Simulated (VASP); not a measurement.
Crystal: Ni.

```xyz
1
Lattice="0.0000 1.7376 1.7376 1.7376 0.0000 1.7376 1.7376 1.7376 0.0000" Properties=species:S:1:pos:R:3 pbc="T T T"
Ni    0.0000    0.0000    0.0000
```

```yaml
Program: VASP 6.6.1
Task: relaxation of cell and atoms
Functional: PBEsol
Dispersion: D3(BJ)
Potentials_or_basis: VASP PAW PBE potentials, release 64 (Ni)
Cutoff: 600 eV
k_mesh: 13 × 13 × 13
Occupations: fermi-dirac, width 0.05 eV
Spin: collinear spin, ferromagnetic start
Starting_moments: "[1.0] μB"
```

At the start: pressure -9.1 GPa; volume 10.49 Å³/atom.

How do energy, volume and symmetry change on relaxing?

Over 5 steps the energy falls by 12.4 meV/atom and the volume is 10.08 Å³/atom (-3.9 %); space group Fm-3m (No. 225, to 0.05 Å); moment 0.62 μB per cell.

Step by step:
| step | energy change (eV) | largest force (eV/Å) | pressure (GPa) | volume (Å³) |
| --- | --- | --- | --- | --- |
| 1 | 0.0000 | 0.0000 | -9.15 | 10.49 |
| 2 | 0.0060 | 0.0000 | 13.27 | 9.61 |
| 3 | -0.0124 | 0.0000 | -0.09 | 10.08 |
| 4 | -0.0124 | 0.0000 | 0.09 | 10.07 |
| 5 | -0.0124 | 0.0000 | -0.05 | 10.08 |

Final structure:
```yaml
crystal:
  lattice:
    - [0.00000, 1.71442, 1.71442]
    - [1.71442, 0.00000, 1.71442]
    - [1.71442, 1.71442, 0.00000]
  atoms:
    - { symbol: Ni, position: [0.00000, 0.00000, 0.00000] }
```

Caveat: the PAW data sets were made with another functional, which shifts forces and pressure a little; pairwise dispersion overbinds metals, which lowers pressure and volume.
